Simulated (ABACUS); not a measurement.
# Al (Fm-3m) in ABACUS: a series of runs

One crystal, Al, is run at these levels: PBE; tasks: equation of state.

All numbers are computed with ABACUS 3.10.1; they aren't measurements. Logs are shortened: lines on timing, memory, paths and dates and some standing lists are left out, and cuts for length are marked.

**What was measured.**

“The interpretation of polycrystalline coherent inelastic neutron scattering from aluminium”, 2013, pmc:3831299 quotes, for a bulk crystal of Al: bulk modulus 76.9 GPa.

How close the calculation comes is told below.

### Step 1. The structure

Symmetry: Fm-3m, No. 225, cubic system. Conventional cell: a = 4.050 Å, b = 4.050 Å, c = 4.050 Å, α = 90.00°, β = 90.00°, γ = 90.00°. Al (site symmetry m-3m) is surrounded by 12 Al at 2.86 Å.

### Step 2. Equation of state, PBE, 15.61 Å³/atom (volume scaled by 0.94)

INPUT reads:

```
INPUT_PARAMETERS
suffix              Al
calculation         scf
basis_type          lcao
pseudo_dir          ./
orbital_dir         ./
symmetry            1
dft_functional      pbe
ecutwfc             100
pseudo_rcut         10
nspin               1
nbands              6
ks_solver           genelpa
smearing_method     fd
smearing_sigma      0.00367493
scf_thr             1e-07
scf_nmax            100
mixing_type         broyden
mixing_beta         0.7
cal_force           1
cal_stress          1
out_mul             1
```

STRU reads:

```
ATOMIC_SPECIES
Al 26.9815 Al.upf

NUMERICAL_ORBITAL
Al_confined-atom_8au_2s2p1d.orb

LATTICE_CONSTANT
1.8897261246

LATTICE_VECTORS
0.0000000000 1.9834708509 1.9834708509
1.9834708509 0.0000000000 1.9834708509
1.9834708509 1.9834708509 0.0000000000

ATOMIC_POSITIONS
Direct

Al
0.0
1
0.0000000000 0.0000000000 0.0000000000 1 1 1
```

KPT reads:

```
K_POINTS
0
Gamma
11 11 11 0 0 0
```

Potentials or basis: PseudoDojo NC SR 0.4.1 PBE standard, DZP LCAO (the cutoffs set its grid).

Run with:

```sh
$ OMP_NUM_THREADS=1 mpirun -np 4 abacus > log
```

running log:

```text
ABACUS v3.10.1

               Atomic-orbital Based Ab-initio Computation at UStc

 ------------------------------------------------------------------------------------

 READING GENERAL INFORMATION
                           global_out_dir = OUT.Al/
                           global_in_card = INPUT
                               pseudo_dir = ./
                              orbital_dir = ./
                                    DSIZE = 4
                                    GSIZE = 1

 READING UNITCELL INFORMATION
                                    ntype = 1
                  lattice constant (Bohr) = 1.88973
              lattice constant (Angstrom) = 1

 READING ATOM TYPE 1
                               atom label = Al
                      L=0, number of zeta = 2
                      L=1, number of zeta = 2
                      L=2, number of zeta = 1
             number of atom for this type = 1

                        TOTAL ATOM NUMBER = 1
DIRECT COORDINATES
    atom                   x                   y                   z     mag                  vx                  vy                  vz
taud_Al1            0.0000000000        0.0000000000        0.0000000000  0.0000        0.0000000000        0.0000000000        0.0000000000

                          Volume (Bohr^3) = 105.318
                             Volume (A^3) = 15.6066

 Lattice vectors: (Cartesian coordinate: in unit of a_0)
                   +0            +1.98347            +1.98347
             +1.98347                  +0            +1.98347
             +1.98347            +1.98347                  +0
 Reciprocal vectors: (Cartesian coordinate: in unit of 2 pi/a_0)
            -0.252083           +0.252083           +0.252083
            +0.252083           -0.252083           +0.252083
            +0.252083           +0.252083           -0.252083
 The esolver type has been set to : ksdft_lcao

                PAO radial cut off (Bohr) = 10

 Read in pseudopotential file is Al.upf
                     pseudopotential type = NC
          exchange-correlation functional = PBE
                 nonlocal core correction = 1
                        valence electrons = 3
                                     lmax = 2
                           number of zeta = 2
                     number of projectors = 6
                           L of projector = 0
                           L of projector = 0
                           L of projector = 1
                           L of projector = 1
                           L of projector = 2
                           L of projector = 2
     initial pseudo atomic orbital number = 4

 SETUP THE ELECTRONS NUMBER
            electron number of element Al = 3
      total electron number of element Al = 3
            AUTOSET number of electrons:  = 3
                           occupied bands = 2
                                   NLOCAL = 13
                                   NBANDS = 6
                                   NBANDS = 6
                                   NLOCAL = 13

 SETUP THE PLANE WAVE BASIS
 energy cutoff for charge/potential (unit:Ry) = 400
            fft grid for charge/potential = [ 36, 36, 36 ]
                        fft grid division = [ 3, 3, 3 ]
        big fft grid for charge/potential = [ 12, 12, 12 ]
                                     nbxx = 432
                                     nrxx = 11664

 SETUP PLANE WAVES FOR CHARGE/POTENTIAL
                    number of plane waves = 14211
                         number of sticks = 769

 PARALLEL PW FOR CHARGE/POTENTIAL
     PROC   COLUMNS(POT)             PW
        1            192           3552
        2            193           3554
        3            192           3551
        4            192           3554
 --------------- sum -------------------
        4            769          14211
                            number of |g| = 186
                                  max |g| = 36.0941
                                  min |g| = 0.190638

----------- Double Check Mixing Parameters Begin ------------
mixing_type: broyden
mixing_beta: 0.7
mixing_gg0: 1
mixing_gg0_min: 0.1
mixing_ndim: 8
----------- Double Check Mixing Parameters End ------------

 LATTICE VECTORS: (CARTESIAN COORDINATE: IN UNIT OF A0)
                   +0            +1.98347            +1.98347
             +1.98347                  +0            +1.98347
             +1.98347            +1.98347                  +0
                       right hand lattice = 1
                                   NORM_A = 2.80505
                                   NORM_B = 2.80505
                                   NORM_C = 2.80505
                           ALPHA (DEGREE) = 60
                           BETA  (DEGREE) = 60
                           GAMMA (DEGREE) = 60

 The lattice vectors have been changed (STRU_SIMPLE.cif)

(for optimal symmetric configuration:)
                             BRAVAIS TYPE = 3
                     BRAVAIS LATTICE NAME = 03. Cubic F (face-centered)
                                    ibrav = 3
                                    IBRAV = 3
                                  BRAVAIS = FACE CENTERED CUBIC
                       LATTICE CONSTANT A = 3.96694
Original cell was already a primitive cell.
                        ROTATION MATRICES = 48
              PURE POINT GROUP OPERATIONS = 48
                   SPACE GROUP OPERATIONS = 48
                              POINT GROUP = O_h
               POINT GROUP IN SPACE GROUP = O_h

 SETUP K-POINTS
                                    nspin = 1
                   Input type of k points = Monkhorst-Pack(Gamma)
                                   nkstot = 1331
                       right hand lattice = 1
(for reciprocal lattice: )
                             BRAVAIS TYPE = 2
                     BRAVAIS LATTICE NAME = 02. Cubic I (body-centered)
                                    ibrav = 2
                       right hand lattice = 1
(for k-lattice: )
                             BRAVAIS TYPE = 2
                     BRAVAIS LATTICE NAME = 02. Cubic I (body-centered)
                                    ibrav = 2
                       right hand lattice = 1
                        ROTATION MATRICES = 48
                               nkstot_ibz = 56
K-POINTS REDUCTION ACCORDING TO SYMMETRY
     IBZ    DIRECT_X    DIRECT_Y    DIRECT_Z  WEIGHT  ibz2bz
       1  0.00000000  0.00000000  0.00000000  0.0008       0
       2  0.09090909  0.09090909  0.09090909  0.0060       1
       3  0.18181818  0.18181818  0.18181818  0.0060       2
       4  0.27272727  0.27272727  0.27272727  0.0060       3
       5  0.36363636  0.36363636  0.36363636  0.0060       4
       6  0.45454545  0.45454545  0.45454545  0.0060       5
[... 22 lines left out ...]
      29 -0.36363636  0.36363636  0.36363636  0.0180      40
      30 -0.45454545  0.27272727  0.27272727  0.0090      41
[... 26 further k points ...]

                               nkstot now = 56
[... K-POINTS DIRECT COORDINATES: 56 rows ...]

           k-point number in this process = 56
       minimum distributed K point number = 56
[... stars of the k points ...]

[... K-POINTS CARTESIAN COORDINATES: 56 rows ...]

[... K-POINTS DIRECT COORDINATES: 56 rows ...]

 SETUP PLANE WAVES FOR WAVE FUNCTIONS
     energy cutoff for wavefunc (unit:Ry) = 100
              fft grid for wave functions = [ 36, 36, 36 ]
                    number of plane waves = 2637
                         number of sticks = 253

 PARALLEL PW FOR WAVE FUNCTIONS
     PROC   COLUMNS(POT)             PW
        1             63            659
        2             63            659
        3             63            659
        4             64            660
 --------------- sum -------------------
        4            253           2637

 SET NONLOCAL PSEUDOPOTENTIAL PROJECTORS
 max number of nonlocal projetors among all species is 6

 -------------------------------------------
 SELF-CONSISTENT
 -------------------------------------------

 SETUP SEARCHING RADIUS FOR PROGRAM TO SEARCH ADJACENT ATOMS
                  longest orb rcut (Bohr) = 8
   longest nonlocal projector rcut (Bohr) = 1.78
                     search radius (Bohr) = 19.6
              searching radius is (Bohr)) = 19.6
         searching radius unit is (Bohr)) = 1.89
                         PeriodicBoundary = 1
                        Radius(unit:lat0) = 10.4
                                   glayer = [ 6, 6, 6 ]
                             glayer_minus = [ 5, 5, 5 ]

Find the coordinate range of the input atom(unit:lat0).
                                  min_tau = [ -19.8, -19.8, -19.8 ]
                                  max_tau = [ 19.8, 19.8, 19.8 ]
                                BoxNumber = [ 11, 11, 11 ]

 SETUP EXTENDED REAL SPACE GRID FOR GRID INTEGRATION
                          real space grid = [ 36, 36, 36 ]
                 big cell numbers in grid = [ 12, 12, 12 ]
             meshcell numbers in big cell = [ 3, 3, 3 ]
                        extended fft grid = [ 23, 23, 23 ]
                dimension of extened grid = [ 59, 59, 59 ]
                            UnitCellTotal = 125
              Atom number in sub-FFT-grid = 1
    Local orbitals number in sub-FFT-grid = 13
                                ParaV.nnr = 12201
                                 init_chg = atomic

 LCAO ALGORITHM --------------- ION=   1  ELEC=   1--------------------------------

 Density error is 0.0972627845563
----------------------------------------------------------
     Energy           Rydberg                 eV
----------------------------------------------------------
 E_KohnSham     -4.6307356147        -63.0043902913
 E_Harris       -4.6092351848        -62.7118619360
 E_Fermi        0.6298915035         8.5701135693
----------------------------------------------------------
[... 58 lines left out ...]
 Density error is 1.23636253998e-08
----------------------------------------------------------
     Energy           Rydberg                 eV
----------------------------------------------------------
 E_KohnSham     -4.6305398011        -63.0017261102
 E_KS(sigma->0) -4.6303944602        -62.9997486468
 E_Harris       -4.6305397985        -63.0017260753
 E_band         0.8708674600         11.8487596581
 E_one_elec     3.0623578148         41.6655155961
 E_Hartree      0.0075937270         0.1033179561
 E_xc           -2.1957485254        -29.8746913204
 E_Ewald        -5.5044521358        -74.8919134152
 E_entropy(-TS) -0.0002906816        -0.0039549267
 E_descf        0.0000000000         0.0000000000
 E_exx          0.0000000000         0.0000000000
 E_Fermi        0.6281936827         8.5470135318
----------------------------------------------------------

 charge density convergence is achieved
 final etot is -63.00172611 eV
 EFERMI = 8.5470135318 eV

 STATE ENERGY(eV) AND OCCUPATIONS    NSPIN == 1
 1/56 kpoint (Cartesian) = 0.0000 0.0000 0.0000 (449 pws)
       1       -2.96900     0.00150263
       2        21.4828        0.00000
       3        21.4828        0.00000
       4        21.4828        0.00000
       5        23.5837        0.00000
       6        23.5837        0.00000
[... 33 lines left out ...]
 6/56 kpoint (Cartesian) = 0.11458 0.11458 0.11458 (445 pws)
       1        2.72800      0.0120210
       2        5.20504      0.0120210
       3        20.0866        0.00000
       4        20.0866        0.00000
       5        20.8931        0.00000
       6        20.8931        0.00000

[... levels at 50 further k points ...]

 correction force for each atom along direction 1 is 2.96284e-16
 correction force for each atom along direction 2 is 1.03965e-15
 correction force for each atom along direction 3 is -8.91123e-16
------------------------------------------------------------------------------------------
 TOTAL-FORCE (eV/Angstrom)
------------------------------------------------------------------------------------------
                       Al1         0.0000000000         0.0000000000         0.0000000000
------------------------------------------------------------------------------------------

----------------------------------------------------------------
 TOTAL-STRESS (KBAR)
----------------------------------------------------------------
        54.2221574100         0.0000000000         0.0000000000
        -0.0000000000        54.2221574100         0.0000000000
         0.0000000000         0.0000000000        54.2221574100
----------------------------------------------------------------
 TOTAL-PRESSURE: 54.222157 KBAR

 --------------------------------------------
 !FINAL_ETOT_IS -63.0017261101674393 eV
 --------------------------------------------
```

Run time: 3 s. Hardware: 4 MPI ranks of AMD EPYC 7B13 (Zen 3), shared host; peak memory 0.36 GiB.

What came out:

```yaml
Free_energy: -63.0017 eV
Pressure: 5.4 GPa
Band_gap_on_the_k_mesh: none (metal or under the smearing width)
```

Caveat: the atomic orbitals were generated for these runs and aren't a published set; the basis of atomic orbitals isn't converged, which shifts pressures, moduli and gaps.

### Step 3. Equation of state, PBE, 15.94 Å³/atom (volume scaled by 0.96)

INPUT is that of step 2.

STRU reads:

```
ATOMIC_SPECIES
Al 26.9815 Al.upf

NUMERICAL_ORBITAL
Al_confined-atom_8au_2s2p1d.orb

LATTICE_CONSTANT
1.8897261246

LATTICE_VECTORS
0.0000000000 1.9974394157 1.9974394157
1.9974394157 0.0000000000 1.9974394157
1.9974394157 1.9974394157 0.0000000000

ATOMIC_POSITIONS
Direct

Al
0.0
1
0.0000000000 0.0000000000 0.0000000000 1 1 1
```

KPT is that of step 2.

Potentials or basis: PseudoDojo NC SR 0.4.1 PBE standard, DZP LCAO (the cutoffs set its grid).

Run with:

```sh
$ OMP_NUM_THREADS=1 mpirun -np 4 abacus > log
```

It took 3 s on 4 MPI ranks of AMD EPYC 7B13 (Zen 3), shared host; peak memory 0.36 GiB.

The run converged. Its results:

| Item | Value |
| --- | --- |
| Free energy | -63.0108 eV |
| Pressure | 3.3 GPa |
| Band gap on the k mesh | none (metal or under the smearing width) |

Caveat: the atomic orbitals were generated for these runs and aren't a published set; the basis of atomic orbitals isn't converged, which shifts pressures, moduli and gaps.

### Step 4. Equation of state, PBE, 16.27 Å³/atom (volume scaled by 0.98)

INPUT is that of step 3.

STRU reads:

```
ATOMIC_SPECIES
Al 26.9815 Al.upf

NUMERICAL_ORBITAL
Al_confined-atom_8au_2s2p1d.orb

LATTICE_CONSTANT
1.8897261246

LATTICE_VECTORS
0.0000000000 2.0112152952 2.0112152952
2.0112152952 0.0000000000 2.0112152952
2.0112152952 2.0112152952 0.0000000000

ATOMIC_POSITIONS
Direct

Al
0.0
1
0.0000000000 0.0000000000 0.0000000000 1 1 1
```

KPT is that of step 3.

Run with:

```sh
$ OMP_NUM_THREADS=1 mpirun -np 4 abacus > log
```

It took 2.8 s on 4 MPI ranks of AMD EPYC 7B13 (Zen 3), shared host; peak memory 0.36 GiB.

The run converged. Its results:

```yaml
Free_energy: -63.0157 eV
Pressure: 1.5 GPa
Band_gap_on_the_k_mesh: none (metal or under the smearing width)
```

Caveat: the atomic orbitals were generated for these runs and aren't a published set; the basis of atomic orbitals isn't converged, which shifts pressures, moduli and gaps.

### Step 5. Equation of state, PBE, 16.60 Å³/atom

INPUT is that of step 4.

STRU reads:

```
ATOMIC_SPECIES
Al 26.9815 Al.upf

NUMERICAL_ORBITAL
Al_confined-atom_8au_2s2p1d.orb

LATTICE_CONSTANT
1.8897261246

LATTICE_VECTORS
0.0000000000 2.0248050000 2.0248050000
2.0248050000 0.0000000000 2.0248050000
2.0248050000 2.0248050000 0.0000000000

ATOMIC_POSITIONS
Direct

Al
0.0
1
0.0000000000 0.0000000000 0.0000000000 1 1 1
```

KPT is that of step 4.

Run with:

```sh
$ OMP_NUM_THREADS=1 mpirun -np 4 abacus > log
```

Run time: 2.8 s. Hardware: 4 MPI ranks of AMD EPYC 7B13 (Zen 3), shared host; peak memory 0.36 GiB.

The run converged. Its results:

- Free energy: -63.0170 eV
- Pressure: -0.2 GPa
- Band gap on the k mesh: none (metal or under the smearing width)

Caveat: the atomic orbitals were generated for these runs and aren't a published set; the basis of atomic orbitals isn't converged, which shifts pressures, moduli and gaps.

### Step 6. Equation of state, PBE, 16.93 Å³/atom (volume scaled by 1.02)

INPUT is that of step 5.

STRU reads:

```
ATOMIC_SPECIES
Al 26.9815 Al.upf

NUMERICAL_ORBITAL
Al_confined-atom_8au_2s2p1d.orb

LATTICE_CONSTANT
1.8897261246

LATTICE_VECTORS
0.0000000000 2.0382146954 2.0382146954
2.0382146954 0.0000000000 2.0382146954
2.0382146954 2.0382146954 0.0000000000

ATOMIC_POSITIONS
Direct

Al
0.0
1
0.0000000000 0.0000000000 0.0000000000 1 1 1
```

KPT is that of step 5.

Potentials or basis: PseudoDojo NC SR 0.4.1 PBE standard, DZP LCAO (the cutoffs set its grid).

Run with:

```sh
$ OMP_NUM_THREADS=1 mpirun -np 4 abacus > log
```

Run time: 2.6 s. Hardware: 4 MPI ranks of AMD EPYC 7B13 (Zen 3), shared host; peak memory 0.36 GiB.

The run converged. Its results:

```
Free energy            : -63.0150 eV
Pressure               : -1.7 GPa
Band gap on the k mesh : none (metal or under the smearing width)
```

Caveat: the atomic orbitals were generated for these runs and aren't a published set; the basis of atomic orbitals isn't converged, which shifts pressures, moduli and gaps.

### Step 7. Equation of state, PBE, 17.27 Å³/atom (volume scaled by 1.04)

INPUT is that of step 6.

STRU reads:

```
ATOMIC_SPECIES
Al 26.9815 Al.upf

NUMERICAL_ORBITAL
Al_confined-atom_8au_2s2p1d.orb

LATTICE_CONSTANT
1.8897261246

LATTICE_VECTORS
0.0000000000 2.0514502267 2.0514502267
2.0514502267 0.0000000000 2.0514502267
2.0514502267 2.0514502267 0.0000000000

ATOMIC_POSITIONS
Direct

Al
0.0
1
0.0000000000 0.0000000000 0.0000000000 1 1 1
```

KPT is that of step 6.

Run with:

```sh
$ OMP_NUM_THREADS=1 mpirun -np 4 abacus > log
```

Run time: 2.6 s. Hardware: 4 MPI ranks of AMD EPYC 7B13 (Zen 3), shared host; peak memory 0.36 GiB.

Results (log left out):

| Property | Result |
| --- | --- |
| Free energy | -63.0100 eV |
| Pressure | -3.0 GPa |
| Band gap on the k mesh | none (metal or under the smearing width) |

Caveat: the atomic orbitals were generated for these runs and aren't a published set; the basis of atomic orbitals isn't converged, which shifts pressures, moduli and gaps.

### Step 8. Equation of state, PBE, 17.60 Å³/atom (volume scaled by 1.06)

INPUT is that of step 7.

STRU reads:

```
ATOMIC_SPECIES
Al 26.9815 Al.upf

NUMERICAL_ORBITAL
Al_confined-atom_8au_2s2p1d.orb

LATTICE_CONSTANT
1.8897261246

LATTICE_VECTORS
0.0000000000 2.0645171409 2.0645171409
2.0645171409 0.0000000000 2.0645171409
2.0645171409 2.0645171409 0.0000000000

ATOMIC_POSITIONS
Direct

Al
0.0
1
0.0000000000 0.0000000000 0.0000000000 1 1 1
```

KPT is that of step 7.

Run with:

```sh
$ OMP_NUM_THREADS=1 mpirun -np 4 abacus > log
```

It took 2.6 s on 4 MPI ranks of AMD EPYC 7B13 (Zen 3), shared host; peak memory 0.36 GiB.

Results (log left out):

```
Free energy            : -63.0025 eV
Pressure               : -4.2 GPa
Band gap on the k mesh : none (metal or under the smearing width)
```

Caveat: the atomic orbitals were generated for these runs and aren't a published set; the basis of atomic orbitals isn't converged, which shifts pressures, moduli and gaps.

### Step 9. Equation of state, PBE

Potentials or basis: PseudoDojo NC SR 0.4.1 PBE standard, DZP LCAO (the cutoffs set its grid).

No new run: the results of the series are fitted here.

What came out:

```yaml
Equilibrium_volume: 16.56 Å³/atom
Bulk_modulus: 80 GPa
Pressure_derivative_of_the_bulk_modulus: 4.6
```

Energy against volume, from the lowest point:
| volume (Å³/atom) | energy (meV/atom) |
| --- | --- |
| 15.607 | 15.26 |
| 15.939 | 6.22 |
| 16.271 | 1.27 |
| 16.603 | 0.00 |
| 16.935 | 2.01 |
| 17.267 | 6.96 |
| 17.599 | 14.53 |

Caveat: the atomic orbitals were generated for these runs and aren't a published set; the basis of atomic orbitals isn't converged, which shifts pressures, moduli and gaps.

### Step 10. How close it comes

Step 9. A measured bulk modulus of Al is 76.9 GPa (quoted in “The interpretation of polycrystalline coherent inelastic neutron scattering from aluminium”, 2013, pmc:3831299); the calculated 80 GPa misses it by +4.1 %. The fit is for a static lattice scaled at fixed shape and fixed fractional positions.
